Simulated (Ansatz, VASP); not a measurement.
Given: the input of a run of VASP 6.6.1 on Mg (Magnesium). 

File INCAR:

```
PREC = Accurate
ENCUT = 600
EDIFF = 1E-7
ISMEAR = -1
SIGMA = 0.05
LREAL = F
LASPH = T
NELM = 100
ALGO = Normal
ISIF = 3
LWAVE = F
LCHARG = F
GGA = B5
ALDAX = 1.0
AGGAX = 1.0
AGGAC = 1.0
ALDAC = 0.0
IBRION = 2
NSW = 60
EDIFFG = -0.01
```

File KPOINTS:

```
regular mesh
0
Gamma
  10 10 5
```

Contents of POSCAR:

```
Mg
1.0
    3.2093000000      0.0000000000      0.0000000000
   -1.6046500000      2.7793353284      0.0000000000
    0.0000000000      0.0000000000      5.2103000000
Mg
2
Direct
    0.6666666667      0.3333333333      0.7500000000
    0.3333333333      0.6666666667      0.2500000000
```

Potentials or basis: VASP PAW PBE potentials, release 64 (Mg).

The run is started by

```bash
$ cat potpaw_PBE.64/Mg/POTCAR > POTCAR
$ mpirun -np 1 vasp_std > vasp.out
```

Q: Translate it to Ansatz 0.2.0. Potentials or basis there: Ansatz PAW, cutoff 420 eV.

A: As run (cutoffs and basis follow the program's own potentials, and thresholds, step limits or extra output files can differ):

File input.yaml:

```yaml
crystal:
  lattice:
    - [3.2093, 0.0, 0.0]
    - [-1.60465, 2.7793353284, 0.0]
    - [0.0, 0.0, 5.2103]
  atoms:
    - { symbol: Mg, position: [0.6666666667, 0.3333333333, 0.75] }
    - { symbol: Mg, position: [0.3333333333, 0.6666666667, 0.25] }
hamiltonian:
  xc: blyp
  pseudopotentials: { kind: paw }
kpoints:
  mp_grid: { grid: [10, 10, 5] }
scf:
  occupations: { method: fermi_dirac, width: 0.05 }
output:
  forces: true
  stress: true
  eigenvalues: true
relax:
  f_tol: 0.01
  max_steps: 40
  cell: { stress_tol: 0.05 }
```

Potentials or basis: Ansatz PAW.

Launch:

```sh
$ ansatz run input.yaml --threads 2 --pin off --max-ram 5632MiB --backend cpu --events-out ev --progress --plain --runs-dir out
```

Both were run:

|  | VASP | Ansatz |
| --- | --- | --- |
| Relaxed volume | 23.54 Å³/atom | 23.55 Å³/atom |
| Relaxed cell | a = 3.179 Å, b = 3.179 Å, c = 5.380 Å, α = 90.00°, β = 90.00°, γ = 120.00° | a = 3.180 Å, b = 3.180 Å, c = 5.376 Å, α = 90.00°, β = 90.00°, γ = 120.00° |
| Space group after relaxing | P6_3/mmc (No. 194) | P6_3/mmc (No. 194) |
| Pressure after relaxing | 0.0 GPa | 0.0 GPa |

Ansatz's pressure holds a Pulay term of +0.00 GPa for its cutoff of 420 eV, which the other run lacks.

The potentials hold 4 and 20 valence electrons a cell.

VASP's potentials were made for PBE. Ansatz's potentials were made for PBE.

Where Ansatz's input types no cutoff or centring, it takes its own default and a Γ-centred mesh.

Pressure is positive in compression.
